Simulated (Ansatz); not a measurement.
# Convergence of AlNi₂ with the k-point mesh

Computed with DFT r2SCAN, scalar-relativistic, plane waves, PAW (Ansatz).

```cif
data_structure
_symmetry_space_group_name_H-M 'P 1'
_symmetry_Int_Tables_number 1
_cell_length_a 3.9740
_cell_length_b 3.9740
_cell_length_c 4.9043
_cell_angle_alpha 90.000
_cell_angle_beta 90.000
_cell_angle_gamma 120.000
_cell_volume 67.07
loop_
_atom_site_label
_atom_site_type_symbol
_atom_site_fract_x
_atom_site_fract_y
_atom_site_fract_z
_atom_site_occupancy
Al1 Al 0.33333 0.66667 0.18987 1
Al2 Al 0.66667 0.33333 0.81013 1
Ni1 Ni 0.33333 0.66667 0.68511 1
Ni2 Ni 0.66667 0.33333 0.31489 1
Ni3 Ni 0.00000 0.00000 0.50000 1
Ni4 Ni 0.00000 0.00000 0.00000 1
```

```json
{"plane-wave cutoff": "500 eV", "occupation rule": "Gaussian smearing, 0.1 eV", "spin treatment": "unpolarised"}
```

The atoms stay fixed while the k-point mesh is varied. ΔE is the energy extrapolated to zero smearing, less that of the reference run (18×18×12). The cell isn't necessarily relaxed at this level. The meshes are Γ-centred. Pressure is positive in compression.

Times are rough; the reference took 2.2 min on 1 thread of Intel(R) Xeon(R) Platinum 8488C (Sapphire Rapids) (shared host), peak memory 1.3 GiB.

Q: One run gave ΔE = 29.1 meV/atom and P = 1.05 GPa. Which k-point mesh did it use, of 1×1×1, 3×3×2, 6×6×4, 6×6×6, 12×12×6, 12×12×8, 12×12×10?

A: 3×3×2. All runs:

| mesh | ΔE (meV/atom) | P (GPa) | largest change of a force component (eV/Å) | irreducible points | wall time (s) |
| --- | --- | --- | --- | --- | --- |
| 1×1×1 | 671 | 3.27 | 1.381 | 1 | 2.5 |
| 3×3×2 | 29.1 | 1.05 | 0.153 | 6 | 3.9 |
| 6×6×4 | 2.05 | 0.70 | 0.016 | 24 | 10 |
| 6×6×6 | 1.88 | 0.70 | 0.011 | 34 | 14 |
| 12×12×6 | -0.30 | 0.65 | 0.008 | 100 | 38 |
| 12×12×8 | -0.21 | 0.65 | 0.002 | 131 | 56 |
| 12×12×10 | -0.08 | 0.65 | 0.006 | 162 | 58 |
| 18×18×12 | 0.00 | 0.65 | 0.000 | 394 | 130 |

1 further run of this set didn't finish or converge.